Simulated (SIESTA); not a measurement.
## Pd: equation of state with PBEsol

The system is Pd.

```
Pd
1.0
     0.00000    1.94650    1.94650
     1.94650    0.00000    1.94650
     1.94650    1.94650    0.00000
Pd
1
Direct
  0.00000 0.00000 0.00000
```

```
Program             : SIESTA 5.4.2
Task                : equation of state
Functional          : PBEsol
Potentials or basis : PseudoDojo 0.4 standard (PBEsol files)
Basis               : DZP (energy shift 0.003 Ry; two zetas on semicore shells)
Grid cutoff         : 800 Ry
Energy shift        : 0.003 Ry
k mesh              : 12 × 12 × 12
Occupations         : fermi-dirac, width 0.05 eV
Spin                : no spin polarisation
```

| Quantity | Value |
| --- | --- |
| Equilibrium volume | 14.57 Å³/atom |
| Bulk modulus | 197 GPa |
| Pressure derivative of the bulk modulus | 6.2 (rough: it moves with the points fitted) |

Energy against volume, from the lowest point:
```tsv
volume (Å³/atom)	energy (meV/atom)
13.865	23.22
14.160	7.40
14.455	0.00
14.750	0.70
15.045	8.34
15.340	21.46
15.635	39.60
```

All runs of the series together: 3.9 min on 1 thread of Arm Neoverse V2, on a shared host.

Caveat: the basis of atomic orbitals isn't converged, which shifts pressures, moduli and gaps.
